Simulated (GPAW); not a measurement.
# MnSi (Pm-3m) in GPAW: notebook

The runs below take MnSi through magnons, with LDA.

Everything below comes from runs of GPAW 26.7.0. Logs are shortened: lines on timing, memory, paths and dates and some standing lists are left out, and cuts for length are marked. The log counts tension as positive stress, the text compression.

### Step 1. The crystal as given

Symmetry: Pm-3m, No. 221, cubic system. Conventional cell: a = 3.052 Å, b = 3.052 Å, c = 3.052 Å, α = 90.00°, β = 90.00°, γ = 90.00°. Mn (site symmetry m-3m) has 8 Si at 2.64 Å as nearest neighbours. Around Si (site symmetry m-3m) lie 8 Mn at 2.64 Å.

The cell was built by a generator and needn't be a form met in nature.

### Step 2. Magnons, LDA, collinear spin, ferromagnetic start

File run.py:

```python
import numpy as np
from ase.dft.bandgap import bandgap
from ase.io import read, write
from gpaw import GPAW, PW
from gpaw.response import ResponseContext, ResponseGroundStateAdapter
from gpaw.response.chiks import ChiKSCalculator
from gpaw.response.heisenberg import calculate_fm_magnon_energies
from gpaw.response.localft import LocalFTCalculator
from gpaw.response.mft import IsotropicExchangeCalculator
from gpaw.response.site_kernels import SphericalSiteKernels

atoms = read('MnSi.xyz')
atoms.set_initial_magnetic_moments([5.0, 0.0])

calc = GPAW(mode=PW(400),
            xc='LDA',
            kpts={'size': (7, 7, 7), 'gamma': True},
            occupations={'name': 'fermi-dirac', 'width': 0.05},
            nbands=20,
            convergence={'density': 0.0001},
            maxiter=150,
            txt='gpaw.txt')
atoms.calc = calc
energy = atoms.get_potential_energy()
calc.write('gs.gpw')
write('result.traj', atoms)
print(f'Energy: {energy:.6f} eV')
print('Moments:', calc.get_magnetic_moments().round(3))
print('Fermi level:', round(calc.get_fermi_level(), 4), 'eV')
print(f'Gap: {bandgap(calc)[0]:.4f} eV, direct: {bandgap(calc, direct=True)[0]:.4f} eV')

dense = calc.fixed_density(kpts={'size': (8, 8, 8), 'gamma': True},
                           nbands=34, convergence={'bands': 28, 'eigenstates': 1e-12},
                           update_fermi_level=True, maxiter=300, txt='dense.txt')
dense.write('dense.gpw', mode='all')

sites = [0]
moments = calc.get_magnetic_moments()[sites]
q_qc = np.array([[0.0, 0.0, 0.0], [0.125, 0.0, 0.0], [0.25, 0.0, 0.0], [0.5, 0.0, 0.0], [0.125, 0.125, 0.0], [0.25, 0.25, 0.0], [0.5, 0.5, 0.0]])
gs = ResponseGroundStateAdapter.from_gpw_file('dense.gpw')
context = ResponseContext(txt='mft.txt')
chiks = ChiKSCalculator(gs, context, ecut=150, nbands=28, gammacentered=True)
exchange = IsotropicExchangeCalculator(chiks, LocalFTCalculator.from_rshe_parameters(gs, context))
kernels = SphericalSiteKernels(atoms.positions[sites], [[1.255] * len(sites)])
J_qab = np.array([exchange(q_c, kernels)[..., 0] for q_c in q_qc])
E_qn = calculate_fm_magnon_energies(J_qab, q_qc, moments)
np.savetxt('exchange.dat', np.c_[q_qc, 1000 * J_qab.real.reshape((len(q_qc), -1))], fmt='%.4f')
np.savetxt('magnons.dat', np.c_[q_qc, 1000 * E_qn.real], fmt='%.4f')
for q_c, E_n in zip(q_qc, E_qn):
    print(q_c.round(4), 'magnon energies (meV):', (1000 * E_n.real).round(2))
```

File MnSi.xyz:

```xyz
2
Lattice="3.0515614362 0.0000000000 0.0000000000 0.0000000000 3.0515614362 0.0000000000 0.0000000000 0.0000000000 3.0515614362" Properties=species:S:1:pos:R:3 pbc="T T T"
Mn     0.0000000000      0.0000000000      0.0000000000
Si     1.5257807181      1.5257807181      1.5257807181
```

Potentials or basis: the program's PAW data sets (release 1.2.1) made for this functional, pw.

The run is started by

```console
$ OMP_NUM_THREADS=1 python run.py
```

gpaw.txt:

```text
__  _  _
 | _ |_)|_||  |
 |__||  | ||/\| - 26.7.0

Input parameters:
  mode=PW(ecut=400.0),
  convergence={'density': 0.0001},
  kpts=MonkhorstPack(size=(7, 7, 7), gamma=True),
  maxiter=150,
  nbands=20,
  occupations=Occupations(name='fermi-dirac', width=0.05),
  xc=XC(name='LDA')

Diagonalizing LCAO Hamiltonian
Converting LCAO to pw mode
   .------.
  /|      |
 * |      |
 | | Si   |
 | .------.
 |/      /
 Mn-----*

Atoms  # Å, Bohr magnetons
|   | symbol |        x |        y |        z |    initial magnetic moments |
|---|--------|----------|----------|----------|-----------------------------|
| 0 |     Mn | 0.000000 | 0.000000 | 0.000000 | ( 0.0000,  0.0000,  5.0000) |
| 1 |     Si | 1.525781 | 1.525781 | 1.525781 | ( 0.0000,  0.0000,  0.0000) |

Unit cell  # Å
| periodic |        x |        y |        z |  lengths |    angles |
|----------|----------|----------|----------|----------|-----------|
|      yes | 3.051561 | 0.000000 | 0.000000 | 3.051561 | 90.000000 |
|      yes | 0.000000 | 3.051561 | 0.000000 | 3.051561 | 90.000000 |
|      yes | 0.000000 | 0.000000 | 3.051561 | 3.051561 | 90.000000 |

Number of symmetries: 48
Symmetry operations  # r_c * U_cc + t_c -> r_c
|    | kind |            matrix            |
|----|------|------------------------------|
|  0 |  E   |  1, 0, 0,  0, 1, 0,  0, 0, 1 |
|  1 |  σ   |  1, 0, 0,  0, 1, 0,  0, 0,-1 |
|  2 |  σ   |  1, 0, 0,  0, 0, 1,  0, 1, 0 |
|  3 |  C4  |  1, 0, 0,  0, 0, 1,  0,-1, 0 |
|  4 |  C4  |  1, 0, 0,  0, 0,-1,  0, 1, 0 |
|  5 |  σ   |  1, 0, 0,  0, 0,-1,  0,-1, 0 |
|  6 |  σ   |  1, 0, 0,  0,-1, 0,  0, 0, 1 |
|  7 |  C2  |  1, 0, 0,  0,-1, 0,  0, 0,-1 |
|  8 |  σ   |  0, 1, 0,  1, 0, 0,  0, 0, 1 |
|  9 |  C2  |  0, 1, 0,  1, 0, 0,  0, 0,-1 |
| 10 |  C3  |  0, 1, 0,  0, 0, 1,  1, 0, 0 |
| 11 |  S6  |  0, 1, 0,  0, 0, 1, -1, 0, 0 |
| 12 |  S6  |  0, 1, 0,  0, 0,-1,  1, 0, 0 |
| 13 |  C3  |  0, 1, 0,  0, 0,-1, -1, 0, 0 |
| 14 |  C4  |  0, 1, 0, -1, 0, 0,  0, 0, 1 |
| 15 |  S4  |  0, 1, 0, -1, 0, 0,  0, 0,-1 |
| 16 |  C3  |  0, 0, 1,  1, 0, 0,  0, 1, 0 |
| 17 |  S6  |  0, 0, 1,  1, 0, 0,  0,-1, 0 |
| 18 |  σ   |  0, 0, 1,  0, 1, 0,  1, 0, 0 |
| 19 |  C4  |  0, 0, 1,  0, 1, 0, -1, 0, 0 |
| 20 |  C2  |  0, 0, 1,  0,-1, 0,  1, 0, 0 |
| 21 |  S4  |  0, 0, 1,  0,-1, 0, -1, 0, 0 |
| 22 |  S6  |  0, 0, 1, -1, 0, 0,  0, 1, 0 |
| 23 |  C3  |  0, 0, 1, -1, 0, 0,  0,-1, 0 |
| 24 |  S6  |  0, 0,-1,  1, 0, 0,  0, 1, 0 |
| 25 |  C3  |  0, 0,-1,  1, 0, 0,  0,-1, 0 |
| 26 |  C4  |  0, 0,-1,  0, 1, 0,  1, 0, 0 |
| 27 |  σ   |  0, 0,-1,  0, 1, 0, -1, 0, 0 |
| 28 |  S4  |  0, 0,-1,  0,-1, 0,  1, 0, 0 |
| 29 |  C2  |  0, 0,-1,  0,-1, 0, -1, 0, 0 |
| 30 |  C3  |  0, 0,-1, -1, 0, 0,  0, 1, 0 |
| 31 |  S6  |  0, 0,-1, -1, 0, 0,  0,-1, 0 |
| 32 |  C4  |  0,-1, 0,  1, 0, 0,  0, 0, 1 |
| 33 |  S4  |  0,-1, 0,  1, 0, 0,  0, 0,-1 |
| 34 |  S6  |  0,-1, 0,  0, 0, 1,  1, 0, 0 |
| 35 |  C3  |  0,-1, 0,  0, 0, 1, -1, 0, 0 |
| 36 |  C3  |  0,-1, 0,  0, 0,-1,  1, 0, 0 |
| 37 |  S6  |  0,-1, 0,  0, 0,-1, -1, 0, 0 |
| 38 |  σ   |  0,-1, 0, -1, 0, 0,  0, 0, 1 |
| 39 |  C2  |  0,-1, 0, -1, 0, 0,  0, 0,-1 |
| 40 |  σ   | -1, 0, 0,  0, 1, 0,  0, 0, 1 |
| 41 |  C2  | -1, 0, 0,  0, 1, 0,  0, 0,-1 |
| 42 |  C2  | -1, 0, 0,  0, 0, 1,  0, 1, 0 |
| 43 |  S4  | -1, 0, 0,  0, 0, 1,  0,-1, 0 |
| 44 |  S4  | -1, 0, 0,  0, 0,-1,  0, 1, 0 |
| 45 |  C2  | -1, 0, 0,  0, 0,-1,  0,-1, 0 |
| 46 |  C2  | -1, 0, 0,  0,-1, 0,  0, 0, 1 |
| 47 |  i   | -1, 0, 0,  0,-1, 0,  0, 0,-1 |

BZ-sampling:
  Number of BZ points: 343
  Number of IBZ points: 20

  Monkhorst-Pack size: [7, 7, 7]
  Monkhorst-Pack shift: [0, 0, 0]

K-points  # in reciprocal-cell coordinates
|     |                                coordinates |     weight |
|-----|--------------------------------------------|------------|
|   0 | (  0.00000000,   0.00000000,   0.00000000) | 0.00291545 |
|   1 | (  0.14285714,   0.00000000,   0.00000000) | 0.01749271 |
|   2 | (  0.14285714,   0.14285714,   0.00000000) | 0.03498542 |
|   3 | (  0.14285714,   0.14285714,   0.14285714) | 0.02332362 |
|   4 | (  0.28571429,   0.00000000,   0.00000000) | 0.01749271 |
|   5 | (  0.28571429,   0.14285714,   0.00000000) | 0.06997085 |
|   6 | (  0.28571429,   0.14285714,   0.14285714) | 0.06997085 |
|   7 | (  0.28571429,   0.28571429,   0.00000000) | 0.03498542 |
|   8 | (  0.28571429,   0.28571429,   0.14285714) | 0.06997085 |
|   9 | (  0.28571429,   0.28571429,   0.28571429) | 0.02332362 |
| ... |                                            |            |
|  19 | (  0.42857143,   0.42857143,   0.42857143) | 0.02332362 |

Plane wave coefficients: 526
Cutoff: 400.0 eV

Spin-components: 2 (collinear spins)
Bands:           20
Projectors:      11
Spin-degeneracy: 1
Datatype:        complex128

Parallelization:
  kpt:    1
  domain: 1
  band:   1

Density:
  Valence electrons: 19.0
  Components: 2
  Grid points: [15 15 15]
  Charge: 0.0  # |e|

Potential:
  Grid points: [15 15 15]

species:
  Mn:
    name:    Manganese
    Z:       25.0
    valence: 15
    core:    10
    charge:  0.0  # [|e|]
    compensation charges:
      type: gauss
      rc: 0.38  # [Å]
      lmax: 2
    cutoffs:
      filter: 2.14  # [Å]
      core: 0.86  # [Å]
    projectors
    | kind |    occ | energy [eV] | rcut [Å] |
    |------|--------|-------------|----------|
    |   3s |  2.000 |     -85.387 |    1.275 |
    |   4s |  2.000 |      -5.282 |    1.275 |
    |   3p |  6.000 |     -54.493 |    1.281 |
    |   4p |  0.000 |      -1.471 |    1.281 |
    |   3d |  5.000 |      -7.009 |    1.138 |
    |    d |        |      20.203 |    1.138 |

    Using partial waves for Mn as LCAO basis

  Si:
    name:    Silicon
    Z:       14.0
    valence: 4
    core:    10
    charge:  0.0  # [|e|]
    compensation charges:
      type: gauss
      rc: 0.33  # [Å]
      lmax: 2
    cutoffs:
      filter: 1.86  # [Å]
      core: 2.06  # [Å]
    projectors
    | kind |    occ | energy [eV] | rcut [Å] |
    |------|--------|-------------|----------|
    |   3s |  2.000 |     -10.878 |    1.058 |
    |   3p |  2.000 |      -4.162 |    1.058 |
    |    s |        |      16.334 |    1.058 |
    |    p |        |      23.049 |    1.058 |
    |    d |        |       0.000 |    1.058 |

    Using partial waves for Si as LCAO basis

Reference energy: -39314.185157  # eV

eigensolver:
  PPCG
  Converge bands: occupied
  niter=2

density mixing:
  MSR1-Mixer
  Pratt-step length: 0.05
  Maximum mixing coefficient: 0.75
  Old densities: 10
  SVD Regularization: 0.005
  Good broyden scale: 1.0
  Trust region scale: 1.0
  Backstep threshold: 4.0
  History deletion threshold: 6.0
  Fourier metric: weight=20.0, sigma=0.015

occupation numbers:
  Fermi-Dirac:
    width: 0.0500  # eV

poisson solver:
  ecut: 3200.0  # eV

xc functional:
  name: None

convergence criteria:
- Maximum integral of absolute [dens]ity change: 0.0001 electrons / valence electron
- Maximum [total energy] change in last 3 cyles: 0.0005 eV / valence electron
- Maximum integral of absolute [eigenst]ate change: 4e-08 eV^2 / valence electron
maximum number of iterations: 150

SCF iterations
|iter     | |      energy | eigst |  dens |  magmom |
|---------|-|-------------|-------|-------|---------|
|iter:   1| |  -15.664745 | +0.15 |       |  +5.0105|
|iter:   2| |  -15.677086 | -2.50 | -0.88 |  +4.9168|
|iter:   3| |  -16.322387 | -2.61 | -0.91 |  +3.7188|
|iter:   4| |  -16.367350 | -2.06 | -1.05 |  +2.5694|
|iter:   5| |  -16.374844 | -3.22 | -1.41 |  +2.0936|
|iter:   6| |  -16.444130 | -3.47 | -1.66 |  +1.3960|
|iter:   7| |  -16.502496 | -1.72 | -1.60 |  -3.0992|
|iter:   8| |  -16.426226 | -1.92 | -1.06 |  -0.5782|
|iter:   9| |  -16.439061 | -3.55 | -1.60 |  -0.7010|
|iter:  10| |  -16.466099 | -2.79 | -1.87 |  -1.4759|
|iter:  11| |  -16.460890 | -3.02 | -1.71 |  -0.6123|
|iter:  12| |  -16.472327 | -3.89 | -2.05 |  -0.7848|
|iter:  13| |  -16.483014 | -3.79 | -2.12 |  -1.1773|
|iter:  14| |  -16.482242 | -4.47 | -2.30 |  -1.0507|
|iter:  15| |  -16.482762c| -5.09 | -2.75 |  -1.1171|
|iter:  16| |  -16.482622c| -5.93 | -2.93 |  -1.0814|
|iter:  17| |  -16.482632c| -7.79c| -3.51 |  -1.0838|
|iter:  18| |  -16.482680c| -7.18 | -3.81 |  -1.0909|
|iter:  19| |  -16.482662c| -8.05c| -4.03c|  -1.0880|

Converged in 19 steps
Energy contributions relative to reference atoms: (reference = -39314.185157)

Energy contributions:
  Kinetic:         -13.775741
  Coulomb:          12.251191
  Zero:              0.207262
  External:          0.000000
  Xc:              -15.155405
  Entropy:          -0.019939
  Spinorbit:         0.000000
  ----------------------------
  Free energy:     -16.492632
  Extrapolated:    -16.482662

dipole moment: (-6.892782, -6.892782, -6.892782)  # |e|*Ang

Total magnetic moment: (0.000000, 0.000000, -1.088017)

Local magnetic moments
|        x |        y |         z |
|----------|----------|-----------|
| 0.000000 | 0.000000 | -1.093745 |  # Mn   0
| 0.000000 | 0.000000 |  0.038029 |  # Si   1

Fermi level: 8.092
Eigenvalues  # (at kpt = [0.000, 0.000, 0.000])
| band index |      eig [eV] | occ [0-1] |      eig [eV] | occ [0-1] |
|------------|---------------|-----------|---------------|-----------|
|          0 |       -69.446 |     1.000 |       -70.614 |     1.000 |
|          1 |       -38.621 |     1.000 |       -39.753 |     1.000 |
|          2 |       -38.621 |     1.000 |       -39.753 |     1.000 |
|          3 |       -38.621 |     1.000 |       -39.753 |     1.000 |
|          4 |        -3.394 |     1.000 |        -3.438 |     1.000 |
|          5 |         6.320 |     1.000 |         5.711 |     1.000 |
[... 8 lines left out ...]
|         14 |        16.161 |     0.000 |        15.929 |     0.000 |
|         15 |        16.923 |     0.000 |        16.745 |     0.000 |
|        ... |               |           |               |           |
|         19 |        28.232 |     0.000 |        28.020 |     0.000 |

No gap
No difference between direct/indirect transitions
# Writing to gs.gpw (mode='')
```

Run time: 2.2 min. Hardware: 1 thread of Arm Neoverse V1, shared host; peak memory 0.28 GiB.

What came out:

- Free energy: -16.4926 eV
- Band gap on the k mesh: none (metal or under the smearing width)
- Net moment: -1.09 μB per cell
- Site moments: Mn -1.09; Si +0.04 μB

Caveat: the number of bands moves the energies at small q by some ten meV; the exchange constants hang on this mesh and on the site radius; magnon energies are noisy on this mesh; the moment fell far below its start of 5 μB, so a state of higher moment may lie lower in energy.

(Part 1 of 2 ends here.)
